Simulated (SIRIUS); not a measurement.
# MgS (F-43m) in SIRIUS: reference runs

How does MgS come out in PBEsol? The cell is run as given and disturbed.

Everything below comes from runs of SIRIUS, more than one build. Logs are shortened: lines on timing, memory, paths and dates and some standing lists are left out, and cuts for length are marked. The log counts tension as positive stress, the text compression.

### 1 Starting point

The structure is cubic, space group F-43m (No. 216). The conventional cell has a = 5.666 Å, b = 5.666 Å, c = 5.666 Å, α = 90.00°, β = 90.00°, γ = 90.00°. S (site symmetry -43m) has 4 Mg at 2.45 Å as nearest neighbours. Around Mg (site symmetry -43m) lie 4 S at 2.45 Å.

The cell comes from a database or a generator and needn't be the stable form of this composition.

### 2 Single point, PBEsol (atoms moved at random, drawn with an rms of 0.05 Å)

The input, sirius.json:

```json
{
  "control": {
    "processing_unit": "cpu",
    "verbosity": 2,
    "num_bands_to_print": 15,
    "print_forces": true,
    "print_stress": true
  },
  "parameters": {
    "electronic_structure_method": "pseudopotential",
    "xc_functionals": ["XC_GGA_X_PBE_SOL", "XC_GGA_C_PBE_SOL"],
    "gk_cutoff": 9.2,
    "pw_cutoff": 18.4,
    "ngridk": [8, 8, 8],
    "shiftk": [0, 0, 0],
    "smearing": "fermi_dirac",
    "smearing_width": 0.0018374661,
    "num_bands": 15,
    "num_mag_dims": 0,
    "num_dft_iter": 100,
    "energy_tol": 1e-08,
    "density_tol": 1e-06
  },
  "iterative_solver": {
    "type": "davidson",
    "min_tolerance": 1e-09,
    "tolerance_scale": [0.1, 0.25]
  },
  "mixer": {
    "type": "anderson",
    "beta": 0.7,
    "max_history": 8
  },
  "settings": {
    "tol_ne": 1e-10,
    "pseudo_grid_cutoff": 6.5
  },
  "unit_cell": {
    "lattice_vectors": [
      [0.0, 5.353820966639, 5.353820966639],
      [5.353820966639, 0.0, 5.353820966639],
      [5.353820966639, 5.353820966639, 0.0]
    ],
    "atom_coordinate_units": "lattice",
    "atom_types": ["S", "Mg"],
    "atom_files": {
      "Mg": "Mg.json",
      "S": "S.json"
    },
    "atoms": {
      "S": [
        [0.257793, 0.246665, 0.250283]
      ],
      "Mg": [
        [-0.01286, 0.011069, 0.003398]
      ]
    }
  }
}
```

Potentials or basis: PseudoDojo 0.4.1 PBEsol standard (scalar relativistic).

Command:

```sh
$ upf_to_json Mg.upf
$ upf_to_json S.upf
$ OMP_NUM_THREADS=1 sirius.scf --input=sirius.json --output=out.json --task=0
```

Standard output:

```text
[info] SIRIUS version : 7.10.0
[info] number of MPI ranks           : 1
[info] MPI grid                      : 1 1
[info] maximum number of OMP threads : 1
[fft] FFT context for density and potential
[fft] =====================================
[fft]   comm size                             : 1
[fft]   plane wave cutoff                     : 18.4
[fft]   grid size                             : 48 48 48   total : 110592
[fft]   grid limits                           : -23 24   -23 24   -23 24
[fft]   number of G-vectors within the cutoff : 16156
[fft]   local number of G-vectors             : 16156
[fft]   number of G-shells                    : 874
[fft] FFT context for coarse grid
[fft] =====================================
[fft]   comm size                             : 1
[fft]   plane wave cutoff                     : 18.4
[fft]   grid size                             : 48 48 48   total : 110592
[fft]   grid limits                           : -23 24   -23 24   -23 24
[fft]   number of G-vectors within the cutoff : 16156
[fft]   local number of G-vectors             : 16156
[fft]   number of G-shells                    : 874
[unit cell] lattice vectors
[unit cell]   a1 :       0.0000000000      5.3538209666      5.3538209666
[unit cell]   a2 :       5.3538209666      0.0000000000      5.3538209666
[unit cell]   a3 :       5.3538209666      5.3538209666      0.0000000000
[unit cell] reciprocal lattice vectors
[unit cell]   b1 :      -0.5867944919      0.5867944919      0.5867944919
[unit cell]   b2 :       0.5867944919     -0.5867944919      0.5867944919
[unit cell]   b3 :       0.5867944919      0.5867944919     -0.5867944919
[unit cell] unit cell volume :       306.91741247 [a.u.^3]
[unit cell] 1/sqrt(omega)    :         0.05708069
[unit cell] MT volume        :         0.00000000 ( 0.00%)
[unit cell] IT volume        :       306.91741247 (100.00%)
[unit cell] number of atom types : 2
[unit cell] type id : 0 symbol :  S mt_radius :  11.450000 num_atoms : 1
[unit cell] type id : 1 symbol : Mg mt_radius :  15.090000 num_atoms : 1
[unit cell] total number of atoms : 2
[unit cell] number of symmetry classes : 2
[unit cell] number of PAW atoms : 0
[unit cell] atom id  type id  class id             position                      vector_field
[unit cell] ------------------------------------------------------------------------------------------
[unit cell]      0        0        0      0.25779   0.24666   0.25028      0.00000   0.00000   0.00000
[unit cell]      1        1        1     -0.01286   0.01107   0.00340      0.00000   0.00000   0.00000
[unit cell] atom id         position (Cartesian, a.u.)
[unit cell] ---------------------------------------------
[unit cell]      0       2.660571    2.720148    2.700778
[unit cell]      1       0.077454   -0.050658   -0.009589
[unit cell] class id : 0 atom id : 0
[unit cell] class id : 1 atom id : 1
[unit cell] minimum bond length:     4.509136
[unit cell] total number of pseudo wave-functions: 9
[sym] space group number   : 1
[sym] international symbol : P1
[sym] Hall symbol          : P 1
[sym] space group transformation matrix :
[sym]  -1.0000 -1.0000 -1.0000
[sym]   1.0000  0.0000  0.0000
[sym]   0.0000  0.0000  1.0000
[sym] space group origin shift :
[sym]   0.0000  0.0000  0.0000
[sym] number of space group operations  : 1
[sym] number of magnetic group operations : 1
[sym] metric tensor error: 0.0000e+00
[sym] rotation matrix error: 7.5414e-17
[sym] symmetry operations
[... list of symmetry operations ...]
[... 259 lines left out ...]
[diagonalize] average number of iterations: 3.41538
[find] Total energy                   :     -70.42510570 (Ha),    -140.85021140 (Ry)
[find] Free energy (E-TS)             :     -70.42510570 (Ha),    -140.85021140 (Ry)
[find] band gap (eV)                  :       3.19729683
[find] Efermi                         :       0.17001751
[find] iteration : 9, RMS : 9.068525905336e-08, energy difference : -5.761648935732e-10
[find] Hartree energy of density residual : 5.543095917863e-13
[find] bands are converged : false
[find] iterative solver converged : false
[find] +------------------------------+
[find] | SCF iteration  10 out of 100|
[find] +------------------------------+
[diagonalize] iterative solver tolerance (occupied, empty): 2.66931e-09 2.66931e-09
[diagonalize] average number of iterations: 3.25
[diagonalize] Lowest band energies
[diagonalize] ik:    0   -2.589255   -1.375282   -1.375142   -1.374854   -0.302606    0.107720    0.112254    0.114239    0.231737    0.398924    0.398964    0.400078    0.505857    0.506142    0.607733
[diagonalize] ik:    1   -2.589254   -1.375285   -1.375144   -1.374868   -0.299307    0.082576    0.110240    0.112141    0.256112    0.392765    0.406054    0.406508    0.487293    0.487306    0.588125
[diagonalize] ik:    2   -2.589253   -1.375291   -1.375150   -1.374902   -0.290756    0.039361    0.105703    0.107556    0.288095    0.392474    0.408271    0.410002    0.486223    0.487440    0.555909
[diagonalize] ik:    3   -2.589252   -1.375296   -1.375155   -1.374937   -0.281165    0.005166    0.101561    0.103380    0.295520    0.394854    0.396803    0.411164    0.533216    0.534478    0.555255
[diagonalize] ik:    4   -2.589251   -1.375299   -1.375158   -1.374951   -0.276805   -0.007837    0.099945    0.101751    0.294658    0.388435    0.390369    0.419486    0.576627    0.584721    0.585423
[diagonalize] ...
[diagonalize] ik:  255   -2.589251   -1.375333   -1.375204   -1.374906   -0.268946    0.006803    0.071325    0.074713    0.247855    0.314705    0.514934    0.557780    0.558330    0.612157    0.615385
[diagonalize] ik:  256   -2.589251   -1.375330   -1.375204   -1.374903   -0.270284    0.012380    0.061609    0.078076    0.264457    0.330262    0.476544    0.508979    0.542139    0.608648    0.634151
[diagonalize] ik:  257   -2.589251   -1.375324   -1.375203   -1.374895   -0.273320    0.013881    0.059288    0.086874    0.298487    0.361590    0.420671    0.446477    0.534195    0.597861    0.640161
[diagonalize] ik:  258   -2.589251   -1.375319   -1.375203   -1.374885   -0.276112    0.001151    0.082213    0.096907    0.312458    0.359196    0.401447    0.433180    0.543575    0.592208    0.607041
[diagonalize] ik:  259   -2.589252   -1.375318   -1.375204   -1.374880   -0.277204   -0.004839    0.096508    0.101617    0.294107    0.384751    0.390342    0.420612    0.576507    0.590598    0.591541
[find] Charges and magnetic moments
[find] --------------------------------------------------------------------------------
[find] total charge          : 16.000000
[find] Energy
[find] --------------------------------------------------------------------------------
[find] valence_eval_sum               :     -13.61915364
[find] <rho|V^{XC}>                   :     -13.25708742
[find] <rho|E^{XC}>                   :     -10.97923299
[find] <mag|B^{XC}>                   :       0.00000000
[find] <rho|V^{H}>                    :      50.96323970
[find] one-electron contribution      :     -51.32530592 (Ha),    -102.65061183 (Ry)
[find] hartree contribution           :      25.48161985
[find] xc contribution                :     -10.97923299
[find] ewald contribution             :     -33.60218511
[find] PAW contribution               :       0.00000000
[find] smearing (-TS)                 :      -0.00000000
[find] SCF correction                 :      -0.00000153
[find] Total energy                   :     -70.42510570 (Ha),    -140.85021140 (Ry)
[find] Free energy (E-TS)             :     -70.42510570 (Ha),    -140.85021140 (Ry)
[find] band gap (eV)                  :       3.19728417
[find] Efermi                         :       0.17001770
[find] iteration : 10, RMS : 2.177547531717e-08, energy difference : -1.104183411371e-10
[find] Hartree energy of density residual : 9.600697659579e-14
[find] bands are converged : false
[find] iterative solver converged : true
[find] converged after 11 SCF iterations!
[find] Charges and magnetic moments
[find] --------------------------------------------------------------------------------
[find] total charge          : 16.000000
[find] Energy
[find] --------------------------------------------------------------------------------
[find] valence_eval_sum               :     -13.61915364
[find] <rho|V^{XC}>                   :     -13.25708742
[find] <rho|E^{XC}>                   :     -10.97923299
[find] <mag|B^{XC}>                   :       0.00000000
[find] <rho|V^{H}>                    :      50.96323970
[find] one-electron contribution      :     -51.32530592 (Ha),    -102.65061183 (Ry)
[find] hartree contribution           :      25.48161985
[find] xc contribution                :     -10.97923299
[find] ewald contribution             :     -33.60218511
[find] PAW contribution               :       0.00000000
[find] smearing (-TS)                 :      -0.00000000
[find] SCF correction                 :      -0.00000153
[find] Total energy                   :     -70.42510570 (Ha),    -140.85021140 (Ry)
[find] Free energy (E-TS)             :     -70.42510570 (Ha),    -140.85021140 (Ry)
[find] band gap (eV)                  :       3.19728417
[find] Efermi                         :       0.17001770
[ground_state] === stress tensor components [kbar] ===
[ground_state] === stress_kin ===
[ground_state] -24153.840616    1.867625    3.463823
[ground_state]     1.867625-24153.836933   -3.462492
[ground_state]     3.463823   -3.462492-24154.298045
[ground_state] === stress_har ===
[ground_state] -8139.158470   93.319747  254.149755
[ground_state]    93.319747-8139.135847 -253.876149
[ground_state]   254.149755 -253.876149-8148.310703
[ground_state] === stress_ewald ===
[ground_state] 10743.212272  178.200456  476.666090
[ground_state]   178.20045610743.258721 -476.156615
[ground_state]   476.666090 -476.15661510724.483742
[ground_state] === stress_vloc ===
[ground_state]  8882.348221 -268.562403 -723.866764
[ground_state]  -268.562403 8882.279521  723.090841
[ground_state]  -723.866764  723.090841 8909.972371
[ground_state] === stress_xc ===
[ground_state]  2281.796394    0.159979    0.415965
[ground_state]     0.159979 2281.795648   -0.414725
[ground_state]     0.415965   -0.414725 2281.779895
[ground_state] === stress_core ===
[ground_state]   922.383937   -0.079625   -0.186096
[ground_state]    -0.079625  922.383906    0.185905
[ground_state]    -0.186096    0.185905  922.395874
[ground_state] === stress_nonloc ===
[ground_state]  9466.377129    0.218208    0.397044
[ground_state]     0.218208 9466.376904   -0.396346
[ground_state]     0.397044   -0.396346 9466.344359
[ground_state] === stress_us_nl ===
[ground_state]  9466.377129    0.218208    0.397044
[ground_state]     0.218208 9466.376904   -0.396346
[ground_state]     0.397044   -0.396346 9466.344359
[ground_state] === stress_total ===
[ground_state]     3.118868    5.123987   11.039817
[ground_state]     5.123987    3.121921  -11.029581
[ground_state]    11.039817  -11.029581    2.367494
[ground_state] ==== total Forces in Ha/bohr =====
[ground_state] atom:    0, force:       0.0056634     -0.0056692     -0.0028390
[ground_state] atom:    1, force:      -0.0056600      0.0056343      0.0028433
[ground_state] ==== ultrasoft contribution from Qij =====
[ground_state] atom:    0, force:       0.0000000      0.0000000      0.0000000
[ground_state] atom:    1, force:       0.0000000      0.0000000      0.0000000
[ground_state] ==== non-local contribution from Beta-projector =====
[ground_state] atom:    0, force:       0.0062275     -0.0062340     -0.0031237
[ground_state] atom:    1, force:      -0.0133857      0.0133656      0.0065627
[ground_state] ==== contribution from local potential =====
[ground_state] atom:    0, force:      -0.0814545      0.0815328      0.0399669
[ground_state] atom:    1, force:       0.0890334     -0.0891170     -0.0436099
[ground_state] ==== contribution from core density =====
[ground_state] atom:    0, force:      -0.0004172      0.0004176      0.0002084
[ground_state] atom:    1, force:       0.0000000      0.0000000      0.0000000
[ground_state] ==== Ewald forces from ions =====
[ground_state] atom:    0, force:       0.0813076     -0.0813855     -0.0398906
[ground_state] atom:    1, force:      -0.0813076      0.0813855      0.0398906
[~DFT_ground_state] local op. applied: 108308
[~DFT_ground_state] evp. work count: 28867.2
[~DFT_ground_state] number of iterative solver steps: 11031
```

Run time: 5.2 min. Hardware: 1 thread of Arm Neoverse V1, shared host; peak memory 1.6 GiB.

What came out:

| Property | Result |
| --- | --- |
| Free energy | -1916.3648 eV |
| Pressure | -0.3 GPa |
| Largest force | 0.437 eV/Å |
| Band gap on the k mesh | 3.20 eV |

Forces in eV/Å, atoms in the order of the input:
```
S    0.291 -0.292 -0.146
Mg  -0.291  0.290  0.146
```

Stress tensor (GPa, compression positive):
```
-0.31 -0.51 -1.10
-0.51 -0.31  1.10
-1.10  1.10 -0.24
```

A k mesh can miss the band edges.

### 3 Single point, PBEsol

sirius.json: that of step 2 with these lines changed.

```diff
@@ -25,4 +25,3 @@
     "type": "davidson",
-    "min_tolerance": 1e-09,
-    "tolerance_scale": [0.1, 0.25]
+    "min_tolerance": 1e-10
   },
@@ -51,6 +50,6 @@
       "S": [
-        [0.257793, 0.246665, 0.250283]
+        [0.25, 0.25, 0.25]
       ],
       "Mg": [
-        [-0.01286, 0.011069, 0.003398]
+        [0.0, 0.0, 0.0]
       ]
```

Potentials or basis: PseudoDojo 0.4.1 PBEsol standard (scalar relativistic).

Command:

```sh
$ upf_to_json Mg.upf
$ upf_to_json S.upf
$ OMP_NUM_THREADS=1 sirius.scf --input=sirius.json --output=out.json --task=0
```

Run time: 37 s. Hardware: 1 thread of Intel Xeon Platinum 8488C (Sapphire Rapids), shared host; peak memory 0.31 GiB.

The run converged. Its results:

```yaml
Free_energy: -1916.3801 eV
Pressure: -0.4 GPa
Band_gap_on_the_k_mesh: 3.28 eV
```
